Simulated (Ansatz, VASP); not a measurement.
**Se in VASP and in Ansatz**

```xyz
1
Lattice="2.6728 0.0000 0.0000 0.0000 2.7572 0.0000 0.0000 0.0000 2.7572" Properties=species:S:1:pos:R:3 pbc="T T T"
Se    0.0000    0.0000    0.0000
```

Alike in both runs: task single point; functional PBE; k mesh 14 × 14 × 14; occupations gaussian, width 0.1 eV; no spin polarisation.

|  | VASP | Ansatz |
| --- | --- | --- |
| version | VASP 6.6.1 | Ansatz 0.2.0 |
| potentials or method | VASP PAW PBE potentials, release 64 (Se) | scalar-relativistic, plane waves, PAW |
| plane-wave cutoff (eV) | 520 | 420 |
| valence electrons in the cell | 6 | 16 |

VASP gave:

```
gap on the k mesh at the Fermi level (eV)       : none
pressure (GPa)                                  : 10.1
largest component of the traceless stress (GPa) : 3.52
```

**Question.** Which values does Ansatz return?

**Answer.** gap on the k mesh at the Fermi level (eV): none; pressure (GPa): 10.0; largest component of the traceless stress (GPa): 3.51.

A gap of «none» marks a metal or a gap that the smearing closes. With one functional, cell and mesh, what is left measures potentials, basis and numerics. The two sets of potentials don't hold the same shells in valence.
